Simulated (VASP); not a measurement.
# Si (Fd-3m) in VASP: further runs, part 2 of 2

VASP 6.6.1.

## Step 4: Single point, PBE

This run uses another cell than the first one, of 19.98 Å³/atom, 0.977 times its volume.

Input file INCAR:

```
SYSTEM = Si
PREC = Accurate
ENCUT = 520
EDIFF = 1E-7
ISMEAR = 0
SIGMA = 0.1
LREAL = .False.
LASPH = .True.
NELM = 80
ALGO = Normal
ISIF = 2
LWAVE = .False.
LCHARG = .True.
GGA = PE
LELF = .True.
LVHAR = .True.
NBANDS = 11
```

Input file KPOINTS:

```
regular mesh
0
Gamma
  6 6 6
  0 0 0
```

Input file POSCAR:

```
Si
1.0
    0.0000000000      2.7135600000      2.7135600000
    2.7135600000      0.0000000000      2.7135600000
    2.7135600000      2.7135600000      0.0000000000
Si
2
Direct
    0.7500000000      0.7500000000      0.7500000000
    0.5000000000      0.5000000000      0.5000000000
```

Potentials or basis: VASP PAW PBE potentials, release 64 (Si).

On the command line:

```console
$ cat potpaw_PBE.64/Si/POTCAR > POTCAR
$ mpirun -np 1 vasp_std > vasp.out
```

OUTCAR:

```text
SYSTEM = Si
   PREC = Accurate
   ENCUT = 520
   EDIFF = 1E-7
   ISMEAR = 0
   LREAL = .False.
   LASPH = .True.
   NELM = 80
   ISIF = 2
   GGA = PE

 ion  position               nearest neighbor table
   1  0.750  0.750  0.750-   2 2.35   2 2.35   2 2.35   2 2.35
   2  0.500  0.500  0.500-   1 2.35   1 2.35   1 2.35   1 2.35

  LATTYP: Found a face centered cubic cell.
 ALAT       =     5.4271200000

  Lattice vectors:

 A1 = (   0.0000000000,   2.7135600000,   2.7135600000)
 A2 = (   2.7135600000,   0.0000000000,   2.7135600000)
 A3 = (   2.7135600000,   2.7135600000,   0.0000000000)

Analysis of symmetry for initial positions (statically):
=====================================================================
 Subroutine PRICEL returns:
 Original cell was already a primitive cell.

 Routine SETGRP: Setting up the symmetry group for a
 face centered cubic supercell.

 Subroutine GETGRP returns: Found 48 space group operations
 (whereof 24 operations were pure point group operations)
 out of a pool of 48 trial point group operations.

The static configuration has the point symmetry T_d .
 The point group associated with its full space group is O_h .

Analysis of symmetry for dynamics (positions and initial velocities):
=====================================================================
 Subroutine PRICEL returns:
 Original cell was already a primitive cell.

 Routine SETGRP: Setting up the symmetry group for a
 face centered cubic supercell.

 Subroutine GETGRP returns: Found 48 space group operations
 (whereof 24 operations were pure point group operations)
 out of a pool of 48 trial point group operations.

The dynamic configuration has the point symmetry T_d .
 The point group associated with its full space group is O_h .

 Subroutine INISYM returns: Found 48 space group operations
 (whereof 24 operations are pure point group operations),
 and found     1 'primitive' translations

----------------------------------------------------------------------------------------

[... 112 lines left out ...]
   LEPSILON=     F    determine dielectric tensor
   LRPA    =     F    only Hartree local field effects (RPA)
 non-spin polarized calculation
 Gauss-broadening in eV      SIGMA  =   0.10
  energy-cutoff  :      520.00
  volume of cell :       39.96
 maximum number of plane-waves:      1090
 NGX is ok and might be reduce to    30
   NGX = 15   NGY = 15   NGZ = 15

 number of electron       8.0000000 magnetization

 Free energy of the ion-electron system (eV)
  ---------------------------------------------------
  ext. energy  EPLUGINS =         0.00000000
  ---------------------------------------------------
  free energy    TOTEN  =       -10.81987401 eV

  energy without entropy =      -10.81987400  energy(sigma->0) =      -10.81987400

 E-fermi :   6.1997     XC(G=0):  -9.4120

 val. band max:        5.8540502495   @ k =   0.0000   0.0000   0.0000
 cond. band min:       6.5576202498   @ k =   0.5000   0.5000   0.0000
 fundamental gap:      0.7035700002
 Fermi energy:         6.1996743265

 k-point     1 :       0.0000    0.0000    0.0000
  band No.  band energies     occupation
      1      -6.1185      2.00000
      2       5.8541      2.00000
      3       5.8541      2.00000
      4       5.8541      2.00000
      5       8.4172      0.00000
      6       8.4172      0.00000
      7       8.4172      0.00000
      8       9.2513      0.00000
      9      13.5709      0.00000
     10      13.5709      0.00000
     11      13.8215      0.00000
[... 197 lines left out ...]
 k-point    16 :      -0.3333    0.5000    0.1667
  band No.  band energies     occupation
      1      -1.8458      2.00000
      2      -1.8458      2.00000
      3       2.2027      2.00000
      4       2.2027      2.00000
      5       8.6007      0.00000
      6       8.6007      0.00000
      7      12.6246      0.00000
      8      12.6246      0.00000
      9      16.4407      0.00000
     10      16.4407      0.00000
     11      18.8278      0.00000

------------------------ aborting loop because EDIFF is reached ----------------------------------------

  FORCE on cell =-STRESS in cart. coord.  units (eV):
  Direction    XX          YY          ZZ          XY          YZ          ZX
  --------------------------------------------------------------------------------------
  -------------------------------------------------------------------------------------
  Total        0.5510397      0.5510397      0.5510397      0.0000000      0.0000000      0.0000000
  in kB       22.0925166     22.0925166     22.0925166      0.0000000      0.0000000      0.0000000
  external PRESSURE =      22.0925166 kB  Pullay stress =       0.0000000 kB

 VOLUME and BASIS-vectors are now :
 -----------------------------------------------------------------------------
  energy-cutoff  :      520.00
  volume of cell :       39.96
      direct lattice vectors                 reciprocal lattice vectors
     0.000000000  2.713560000  2.713560000    -0.184259792  0.184259792  0.184259792
     2.713560000  0.000000000  2.713560000     0.184259792 -0.184259792  0.184259792
     2.713560000  2.713560000  0.000000000     0.184259792  0.184259792 -0.184259792

 POSITION                                       TOTAL-FORCE (eV/Angst)
 -----------------------------------------------------------------------------------
      4.07034      4.07034      4.07034         0.000000      0.000000      0.000000
      2.71356      2.71356      2.71356        -0.000000     -0.000000     -0.000000
 -----------------------------------------------------------------------------------
    total drift:                                0.000000     -0.000000     -0.000000

  FREE ENERGIE OF THE ION-ELECTRON SYSTEM (eV)
  ---------------------------------------------------
  free  energy   TOTEN  =       -10.8198740054 eV

  energy  without entropy=      -10.8198739950  energy(sigma->0) =      -10.81987400
```

stdout:

```text
POSCAR found type information on POSCAR Si
 POSCAR found :  1 types and       2 ions
 scaLAPACK will be used
 LDA part: xc-table for (Slater+PW92), standard interpolation
 POSCAR, INCAR and KPOINTS ok, starting setup
 FFT: planning ... GRIDC
 FFT: planning ... GRID_SOFT
 FFT: planning ... GRID
 WAVECAR not read
 entering main loop
```

Wall time 7.6 s (1 thread of AMD EPYC 9R14 (Zen 4), shared host); peak memory 0.12 GiB.

What came out:

| Item | Value |
| --- | --- |
| Free energy | -10.8199 eV |
| Pressure | 2.2 GPa |
| Band gap on the k mesh | 0.70 eV, indirect (least direct gap 2.56 eV) |

## Step 5: Single point, PBE (the perfect crystal in a cell of 16 atoms)

Input file INCAR:

```
  PREC = Accurate
  ENCUT = 520
  EDIFF = 1E-6
  ISMEAR = 0
  SIGMA = 0.01
  LREAL = Auto
  LASPH = True
  NELM = 100
  ALGO = Normal
  ISIF = 2
  LWAVE = False
  LCHARG = True
  GGA = PE
  LELF = True
  LVHAR = True
  NBANDS = 46
```

Input file KPOINTS:

```
Automatic mesh
0
Gamma
  2 2 2
```

Input file POSCAR:

```
Si
1.0
    0.0000000000      5.4696766500     -5.4696766500
    5.4696766500      5.4696766500      0.0000000000
    5.4696766500      0.0000000000     -5.4696766500
Si
16
Direct
    0.1250000000      0.1250000000      0.1250000000
    0.1250000000      0.6250000000      0.1250000000
    0.6250000000      0.1250000000      0.1250000000
    0.6250000000      0.6250000000      0.1250000000
    0.1250000000      0.1250000000      0.6250000000
    0.1250000000      0.6250000000      0.6250000000
    0.6250000000      0.1250000000      0.6250000000
    0.6250000000      0.6250000000      0.6250000000
    0.2500000000      0.7500000000      0.2500000000
    0.2500000000      0.2500000000      0.2500000000
    0.7500000000      0.7500000000      0.2500000000
    0.7500000000      0.2500000000      0.2500000000
    0.2500000000      0.7500000000      0.7500000000
    0.2500000000      0.2500000000      0.7500000000
    0.7500000000      0.7500000000      0.7500000000
    0.7500000000      0.2500000000      0.7500000000
```

On the command line:

```console
$ cat potpaw_PBE.64/Si/POTCAR > POTCAR
$ mpirun -np 1 vasp_std > vasp.out
```

It took 61 s on 1 thread of Intel Xeon Platinum 8488C (Sapphire Rapids), shared host; peak memory 0.42 GiB.

It converged, with:

| Property | Result |
| --- | --- |
| Free energy | -85.3280 eV |
| Pressure | 0.5 GPa |
| Band gap on the k mesh | 0.74 eV |

Levels at points of the mesh, in eV from the valence-band top:
| k point | band 29 | band 30 | band 31 | band 32 | band 33 | band 34 | band 35 | band 36 |
| --- | --- | --- | --- | --- | --- | --- | --- | --- |
| (0.00, 0.00, 0.00) | -1.18 | 0.00 | 0.00 | 0.00 | 0.74 | 0.74 | 0.74 | 0.74 |
| (0.50, 0.00, 0.00) | -0.75 | -0.75 | -0.75 | -0.75 | 1.53 | 1.53 | 1.53 | 1.53 |
| (0.50, 0.50, 0.00) | -1.31 | -1.31 | -1.31 | -1.31 | 1.14 | 1.14 | 2.42 | 2.42 |

Caveat: the k mesh is coarse (spacing up to 0.50 Å⁻¹), so the values aren't converged.

## Step 6: The runs side by side

| level | cell | k mesh | smearing | exchange at q = 0 | grid for exact exchange (PRECFOCK) | screening parameter | mesh quality | gap on the mesh (eV) | pressure (GPa) |
| --- | --- | --- | --- | --- | --- | --- | --- | --- | --- |
| HSE06 | level: DFT HSE06, scalar-relativistic, plane waves, PAW, at the base's geometry | 6 × 6 × 6 | gaussian 0.01 eV | truncated | Normal | 0.2079 1/A | not flagged | 1.33 | -1.8 |
| PBE | Fd-3m, 20.45 Å³/atom | 10 × 10 × 10 | gaussian 0.02 eV | - | - | - | not flagged | 0.62 | 0.0 |
| PBE | Fd-3m, 19.98 Å³/atom | 6 × 6 × 6 | gaussian 0.1 eV | - | - | - | not flagged | 0.70 | 2.2 |
| PBE | the perfect crystal in a cell of 16 atoms | 2 × 2 × 2 | gaussian 0.01 eV | - | - | - | coarse | 0.74 | 0.5 |

Alike in all rows: task single point; potentials or basis VASP PAW PBE potentials, release 64 (Si); no spin polarisation; cutoff (eV) 520.

Caveats: some runs use coarse meshes; the PAW data sets were made with another functional, which shifts forces and pressure a little (some runs).

Total energies depend on the potentials used, so only differences within one code and one set of settings carry meaning.
